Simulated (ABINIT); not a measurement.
# Pm (Fm-3m) in ABINIT: reference runs, part 2 of 2

ABINIT 10.8.3 (patched build).

## 3. Single point, PBE, collinear spin, ferromagnetic start

run.py

```python
import json, os
import numpy as np
from ase.units import GPa
from ase.calculators.abinit import Abinit, AbinitProfile
from ase.io import read

atoms = read('POSCAR')
atoms.set_initial_magnetic_moments([4.0])

profile = AbinitProfile(command='abinit', pp_paths=[os.path.abspath('pseudos')])
params = dict(
    pps='pawxml', xc='PBE',
    ecut=544.2277,
    pawecutdg=1088.4554,
    kptopt=1,
    ngkpt=[9, 9, 9],
    nshiftk=1,
    shiftk=[0.0, 0.0, 0.0],
    ixc=11,
    nband=16,
    occopt=3,
    tsmear=0.05,
    nstep=100,
    tolvrs=1e-09,
    prtwf=0,
    prtden=0,
)

atoms.calc = Abinit(profile=profile, directory='run', **params)
energy = atoms.get_potential_energy()
forces = atoms.get_forces()
stress = atoms.get_stress()
print(f'energy {energy:.6f} eV')
print('forces (eV/A)')
print(np.round(forces, 5))
print('stress (GPa, Voigt, tension positive)', np.round(stress / GPa, 4))
json.dump(dict(energy=energy, forces=forces.tolist(), stress=stress.tolist(), cell=atoms.cell.tolist(), frac=atoms.get_scaled_positions(wrap=False).tolist()), open('results.json', 'w'))
```

POSCAR

```
Pm
1.0
    0.0000000000      2.5841748100      2.5841748100
    2.5841748100      0.0000000000      2.5841748100
    2.5841748100      2.5841748100      0.0000000000
Pm
1
Direct
    0.0000000000      0.0000000000      0.0000000000
```

Potentials or basis: JTH PAW PBE v2.0.

Launch:

```sh
> python run.py
```

Output:

```text
energy -1879.836650 eV
forces (eV/A)
[[-0. -0. -0.]]
stress (GPa, Voigt, tension positive) [-0.552 -0.552 -0.552  0.     0.     0.   ]
```

abinit.in:

```text
spinat
0.00000000000000 0.00000000000000 4.00000000000000
ecut 544.2277 eV
ixc 11
kptopt 1
natom 1
nband 16
ngkpt
9 9 9
nshiftk 1
nsppol 2
nstep 100
occopt 3
pawecutdg 1088.4554 eV
prtden 0
prtwf 0
shiftk
0.0 0.0 0.0
tolvrs 1e-09
tsmear 0.05 eV
#Definition of the unit cell
acell
1.00000000000000 1.00000000000000 1.00000000000000 Angstrom
rprim
0.00000000000000 2.58417481000000 2.58417481000000
2.58417481000000 0.00000000000000 2.58417481000000
2.58417481000000 2.58417481000000 0.00000000000000
chkprim 0 # Allow non-primitive cells
#Definition of the atom types
ntypat 1
znucl 61
#Enumerate different atomic species
typat
 1
pseudos "./pseudos/Pm.GGA_PBE-JTH.xml"
#Definition of the atoms
xcart
0.00000000000000 0.00000000000000 0.00000000000000
chkexit 1 # abinit.exit file in the running directory terminates after the current SCF
```

abinit.abo:

```text
.Version 10.8.3 of ABINIT
 Symmetries : space group Fm -3 m (#225); Bravais cF (face-center cubic)
================================================================================
 Values of the parameters that define the memory need of the present run
     intxc =       0    ionmov =       0      iscf =      17    lmnmax =      32
     lnmax =       8     mgfft =      30  mpssoang =       4    mqgrid =    3001
     natom =       1  nloc_mem =       2    nspden =       2   nspinor =       1
    nsppol =       2      nsym =      48    n1xccc =       1    ntypat =       1
    occopt =       3   xclevel =       2
       mpw =        1018          nfft =       27000          nkpt =          35
 PAW method is used; the additional fine FFT grid is defined by:
   mgfftf=        40    nfftf =     64000
================================================================================
================================================================================

--------------------------------------------------------------------------------
------------- Echo of variables that govern the present computation ------------
--------------------------------------------------------------------------------
 -outvars: echo values of preprocessed input variables --------
            acell      1.8897261259E+00  1.8897261259E+00  1.8897261259E+00 Bohr
              amu      1.47910000E+02
          chkexit           1
          chkprim           0
             ecut      1.99999991E+01 Hartree
              ixc          11
         kptrlatt        9    0    0      0    9    0      0    0    9
          kptrlen      6.21553138E+01
            natom           1
            nband          16
            ngfft          30      30      30
          ngfftdg          40      40      40
             nkpt          35
           nspden           2
           nsppol           2
            nstep         100
             nsym          48
           ntypat           1
           occopt           3
        pawecutdg      3.99999982E+01 Hartree
         pawxcdev           0
           prtden           0
            prtwf           0
            rprim      0.0000000000E+00  2.5841748100E+00  2.5841748100E+00
                       2.5841748100E+00  0.0000000000E+00  2.5841748100E+00
                       2.5841748100E+00  2.5841748100E+00  0.0000000000E+00
          spgroup         225
           spinat      0.0000000000E+00  0.0000000000E+00  4.0000000000E+00
           tolvrs      1.00000000E-09
           tsmear      1.83746611E-03 Hartree
            typat      1
           useylm           1
            znucl       61.00000

================================================================================

 chkinp: Checking input parameters for consistency.

================================================================================
[... 139 lines left out ...]
    1      0.00000000000000     0.00000000000000     0.00000000000000

 cartesian forces (hartree/bohr) at end:
    1     -0.00000000000000    -0.00000000000000    -0.00000000000000
 frms,max,avg= 0.0000000E+00 0.0000000E+00   0.000E+00  0.000E+00  0.000E+00 h/b

 cartesian forces (eV/Angstrom) at end:
    1     -0.00000000000000    -0.00000000000000    -0.00000000000000
 frms,max,avg= 0.0000000E+00 0.0000000E+00   0.000E+00  0.000E+00  0.000E+00 e/A
 length scales=  1.889726125908  1.889726125908  1.889726125908 bohr
              =  1.000000000000  1.000000000000  1.000000000000 angstroms
 Fermi (or HOMO) energy (hartree) =   0.14505   Average Vxc (hartree)=  -0.35334
 Magnetization (Bohr magneton)=  5.37799466E+00
 Total spin up =  1.01889973E+01   Total spin down =  4.81100267E+00
 Eigenvalues (hartree) for nkpt=  35  k points, SPIN UP:
 kpt#   1, nband= 16, wtk=  0.00137, kpt=  0.0000  0.0000  0.0000 (reduced coord)
  -1.28391   -0.54532   -0.54532   -0.54532   -0.01355    0.13284    0.13284    0.13284
   0.14063    0.14109    0.14109    0.14109    0.20390    0.20390    0.20390    0.29491
      occupation numbers for kpt#   1
   1.00000    1.00000    1.00000    1.00000    1.00000    0.99870    0.99870    0.99870
   0.91736    0.89657    0.89657    0.89657    0.00000    0.00000    0.00000    0.00000
 prteigrs : prtvol=0 or 1, do not print more k-points.

 Eigenvalues (hartree) for nkpt=  35  k points, SPIN DOWN:
 kpt#   1, nband= 16, wtk=  0.00137, kpt=  0.0000  0.0000  0.0000 (reduced coord)
  -1.20432   -0.48039   -0.48039   -0.48039    0.02834    0.22233    0.23869    0.23869
   0.23869    0.24802    0.24802    0.24802    0.27088    0.27088    0.27088    0.33444
      occupation numbers for kpt#   1
   1.00000    1.00000    1.00000    1.00000    1.00000    0.00000    0.00000    0.00000
   0.00000    0.00000    0.00000    0.00000    0.00000    0.00000    0.00000    0.00000
 prteigrs : prtvol=0 or 1, do not print more k-points.

--- !EnergyTerms
iteration_state     : {dtset: 1, }
comment             : Components of total free energy in Hartree
kinetic             :  1.14230148657240E+01
hartree             :  1.53459809963184E+01
xc                  : -5.96694805866313E+00
Ewald energy        : -5.28114444490133E+01
psp_core            :  4.31561924804433E+00
local_psp           : -3.86514457658072E+01
PAW spherical_terms : -2.73533185230083E+00
internal            : -6.90805550156978E+01
'-kT*entropy'       : -2.16767499291640E-03
total_energy        : -6.90827226906907E+01
total_energy_eV     : -1.87983665006038E+03
...

--- !EnergyTermsDC
iteration_state     : {dtset: 1, }
comment             : '"Double-counting" decomposition of free energy'
band_energy         : -4.80689525897838E+00
Ewald energy        : -5.28114444490133E+01
psp_core            :  4.31561924804433E+00
xc_dc               : -1.35470001837671E+01
PAW spherical_terms : -2.23083562736830E+00
internal            : -6.90805562710827E+01
'-kT*entropy'       : -2.16767499291640E-03
total_energy_dc     : -6.90827239460757E+01
total_energy_dc_eV  : -1.87983668422115E+03
...

--- !EnergyTermsWithPAWCore
iteration_state     : {dtset: 1, }
comment             : 'Components of total free energy, including PAW core contributions'
Total energy        : -1.00208188478489E+04
Total energy DC     : -1.00208188491043E+04
Total energy (eV)   : -2.72680372169822E+05
Total energy DC (eV): -2.72680372203983E+05
...

 Cartesian components of stress tensor (hartree/bohr^3)
  sigma(1 1)= -1.87631312E-05  sigma(3 2)=  0.00000000E+00
  sigma(2 2)= -1.87631312E-05  sigma(3 1)=  0.00000000E+00
  sigma(3 3)= -1.87631312E-05  sigma(2 1)=  0.00000000E+00

-Cartesian components of stress tensor (GPa)         [Pressure=  5.5203E-01 GPa]
- sigma(1 1)= -5.52030380E-01  sigma(3 2)=  0.00000000E+00
- sigma(2 2)= -5.52030380E-01  sigma(3 1)=  0.00000000E+00
- sigma(3 3)= -5.52030380E-01  sigma(2 1)=  0.00000000E+00

== END DATASET(S) ==============================================================
================================================================================

 -outvars: echo values of variables after computation  --------
            acell      1.8897261259E+00  1.8897261259E+00  1.8897261259E+00 Bohr
           etotal     -6.9082723946E+01
            fcart     -0.0000000000E+00 -0.0000000000E+00 -0.0000000000E+00
            rprim      0.0000000000E+00  2.5841748100E+00  2.5841748100E+00
                       2.5841748100E+00  0.0000000000E+00  2.5841748100E+00
                       2.5841748100E+00  2.5841748100E+00  0.0000000000E+00
           strten     -1.8763131240E-05 -1.8763131240E-05 -1.8763131240E-05
                       0.0000000000E+00  0.0000000000E+00  0.0000000000E+00
 Calculation completed.
```

Wall time 98 s (1 thread of Arm Neoverse V1, shared host); peak memory 0.16 GiB.

What came out:

* Free energy: -1879.8367 eV
* Pressure: 0.6 GPa
* Band gap on the k mesh: none (metal or under the smearing width)
* Net moment: 5.38 μB per cell
* Site moments: Pm +4.66 μB
* Valence electrons inside the program's atomic spheres: Pm 12.40 (radii [1.3331] Å)

Caveat: the magnetic or orbital state may not be the lowest; spin-orbit coupling is left out, which moves the levels of the heavy elements.
